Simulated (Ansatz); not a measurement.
Write the native input for Ansatz 0.2.0 that does the following.

| Property | Result |
| --- | --- |
| Task | elastic constants |
| Functional | LDA |
| Potentials or basis | Ansatz PAW |
| Cutoff | 420 eV (not typed: the program's choice for these potentials) |
| k mesh | 7 × 7 × 7 |
| Occupations | fermi-dirac, width 0.05 eV |
| Spin | no spin polarisation |
| Atoms under strain | relaxed |

The system is HfN.

```
CELL_PARAMETERS angstrom
0.00000 2.25600 2.25600
2.25600 0.00000 2.25600
2.25600 2.25600 0.00000
ATOMIC_POSITIONS crystal
Hf 0.00000 0.00000 0.00000
N 0.50000 0.50000 0.50000
```

The input as run:

input.yaml

```yaml
crystal:
  lattice:
    - [0.0, 2.256, 2.256]
    - [2.256, 0.0, 2.256]
    - [2.256, 2.256, 0.0]
  atoms:
    - { symbol: Hf, position: [0.0, 0.0, 0.0] }
    - { symbol: "N", position: [0.5, 0.5, 0.5] }
hamiltonian:
  xc: lda
  pseudopotentials: { kind: paw }
kpoints:
  mp_grid: { grid: [7, 7, 7] }
scf:
  occupations: { method: fermi_dirac, width: 0.05 }
output:
  forces: true
  stress: true
elastic:
  mode: relaxed_ion
  stencil: two_point
```

Potentials or basis: Ansatz PAW.

Launch:

```bash
$ ansatz run input.yaml --threads 2 --pin off --max-ram 5632MiB --backend cpu --events-out ev --progress --plain --runs-dir out
```

It gave:

* Pressure: -8.1 GPa
* Band gap on the k mesh: none (metal or under the smearing width)
* Elastic constants C11, C12, C44: 598, 99, 42 GPa
* Voigt bulk modulus: 265 GPa

Caveat: the cell is more than 3 GPa from zero pressure, which shifts response properties; elastic constants of metals need much finer meshes, so these are rough; the pressure holds a Pulay correction of +0.6 GPa for the finite cutoff; the PAW data sets come from PBE, with cores solved anew for the run's functional, which leaves a small shift of forces and pressure.

Run time: 5.2 s on 2 threads of Arm Neoverse V1, with other jobs on the host, peak memory 0.32 GiB.
